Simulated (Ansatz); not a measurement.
# TaN: LAPW beside PAW

The same cell of TaN is computed with LAPW, all electrons, PAW on the default files and all-electron PAW on datasets made for the crystal, to set the results side by side.

Computed with Ansatz 0.2.0 (DFT PBE, scalar-relativistic, unless a step's input says otherwise).

## Step 1: Starting point

It takes space group P-6m2 (No. 187, hexagonal). Conventional cell: a = 2.938 Å, b = 2.938 Å, c = 2.883 Å, α = 90.00°, β = 90.00°, γ = 120.00°. Ta (site symmetry -6m2) is surrounded by 6 N at 2.23 Å. N (site symmetry -6m2) is surrounded by 6 Ta at 2.23 Å.

As a file:

```
Ta N
1.0
     2.93800    0.00000    0.00000
    -1.46900    2.54438    0.00000
     0.00000    0.00000    2.88300
Ta N
1 1
Direct
  0.33333 0.66667 0.50000
  0.00000 0.00000 0.00000
```

The cell is a deposited one (Crystallography Open Database entry 1538016); the temperature and pressure of the measurement aren't taken into account, and nothing was relaxed.

Atoms are numbered in the order of the input: Ta1, N2.

## Step 2: LAPW, all electrons

input.yaml reads:

```yaml
crystal:
  lattice:
    - [2.9379988584, 0.0, 0.0]
    - [-1.4689994292, 2.5443816477, 0.0]
    - [0.0, 0.0, 2.883]
  atoms:
    - { symbol: Ta, position: [0.3333333333, 0.6666666667, 0.5] }
    - { symbol: "N", position: [0.0, 0.0, 0.0] }
kpoints:
  mp_grid: { grid: [12, 12, 10] }
  band_path:
    path:
      - [0.0, 0.0, 0.0]
      - [0.5, 0.0, 0.0]
      - [0.3333333333, 0.3333333333, 0.0]
      - [0.0, 0.0, 0.0]
      - [0.0, 0.0, 0.5]
      - [0.5, 0.0, 0.5]
      - [0.3333333333, 0.3333333333, 0.5]
      - [0.0, 0.0, 0.5]
      - [0.5, 0.0, 0.5]
    npoints: 14
scf:
  occupations: { method: fermi_dirac, width: 0.02 }
hamiltonian:
  xc: pbe
  pseudopotentials: { kind: all_electron, lapw: { basis_error: 0.0005 } }
output:
  forces: true
  stress: true
  eigenvalues: true
  populations: true
  dos: { projected: true, de: 0.2, e_range: [-14, 8] }
```

On the command line:

```
ansatz run input.yaml --threads 1 --pin off --max-ram 3072MiB --backend cpu --events-out ev --progress --plain --runs-dir out
```

## Step 3: PAW on the default files

input.yaml, as its differences from that of step 2:

```diff
@@ -26,3 +26,3 @@
   xc: pbe
-  pseudopotentials: { kind: all_electron, lapw: { basis_error: 0.0005 } }
+  pseudopotentials: { kind: paw }
 output:
@@ -31,3 +31,9 @@
   eigenvalues: true
+  efg: { contact_densities: true }
   populations: true
+  bader: true
   dos: { projected: true, de: 0.2, e_range: [-14, 8] }
+  write_density: true
+  write_potential: true
+  elf: true
+  volumetric_format: npy
```

## Step 4: All-electron PAW on datasets made for the crystal

input.yaml, as its differences from that of step 3:

```diff
@@ -21,3 +21,3 @@
       - [0.5, 0.0, 0.5]
-    npoints: 14
+    npoints: 8
 scf:
@@ -26,3 +26,3 @@
   xc: pbe
-  pseudopotentials: { kind: paw }
+  pseudopotentials: { kind: all_electron, datasets: crystal }
 output:
@@ -32,8 +32 @@
   efg: { contact_densities: true }
-  populations: true
-  bader: true
-  dos: { projected: true, de: 0.2, e_range: [-14, 8] }
-  write_density: true
-  write_potential: true
-  elf: true
-  volumetric_format: npy
```

(Steps that only read results are left out.)

**Question.** What will these runs give? Wanted: pressure; gap; Bader charges; highest ELF.

**Answer**, as computed:

```
           quantity                                           value
           pressure  LAPW 4.85, PAW 4.68, crystal datasets 4.85 GPa
         gap (LAPW)                                            none
Bader charges (PAW)                           Ta1 +1.60, N2 -1.60 e
  highest ELF (PAW)                             0.83, 0.68 Å from N
```

**Reading.** At this geometry the cell is under compression of 4.8 GPa, so it would expand if let go. There is no gap at this level: the crystal is a metal or semimetal here, or the functional closes a real gap. Spin-orbit coupling is left out of this run, though the cell holds Ta; it can open or close small gaps. Ta 5d carries the largest share, 97 %, of the projected states within 0.3 eV of the Fermi level. The projection holds only the free atom's occupied shells (Ta 6s, Ta 5d, N 2s, N 2p in this range). The field gradient at Ta1, the largest by crystal datasets, is 5.30 by PAW and 5.89 by crystal datasets (10²¹ V/m²); frozen cores can miss part of the core's response. No spin–orbit coupling: at heavy atoms the gradients can be off by tens of per cent for that reason. In pressure, PAW differs from LAPW by -0.16 GPa. LAPW took about 3 times as long as PAW (62 s against 19 s, on a shared host and with the outputs that each input asks for).
